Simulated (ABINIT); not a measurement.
Crystal: CoO.

```xyz
2
Lattice="0.0000 2.1315 2.1315 2.1315 0.0000 2.1315 2.1315 2.1315 0.0000" Properties=species:S:1:pos:R:3 pbc="T T T"
Co    0.0000    0.0000    0.0000
O     2.1315    2.1315    2.1315
```

Base run:

* Program: ABINIT 10.8.3 (patched build)
* Functional: LDA
* Potentials or basis: JTH PAW PBE v2.0
* Cutoff: 707 eV
* k mesh: 9 × 9 × 9
* Occupations: fermi-dirac, width 0.05 eV
* Spin: collinear spin, ferromagnetic start
* Starting moments: [2.0, 0.0] μB
* Hubbard terms: Co d U = 4 eV

Its results: band gap on the k mesh none (metal or under the smearing width); pressure -15.9 GPa; net moment 3.00 μB per cell; site moments Co +2.71; O +0.25 μB.

Q: The run is repeated on the same cell with these changes: hubbard terms from Co d U = 4 eV to Co d U = 2 eV. What comes out?

A: Band gap on the k mesh none (metal or under the smearing width); pressure -16.8 GPa; net moment 3.00 μB per cell; site moments Co +2.65; O +0.28 μB.

Caveats: the PAW data sets were made with another functional, which shifts forces and pressure a little; a cell with one magnetic atom can't hold antiferromagnetic order, which such compounds often take.
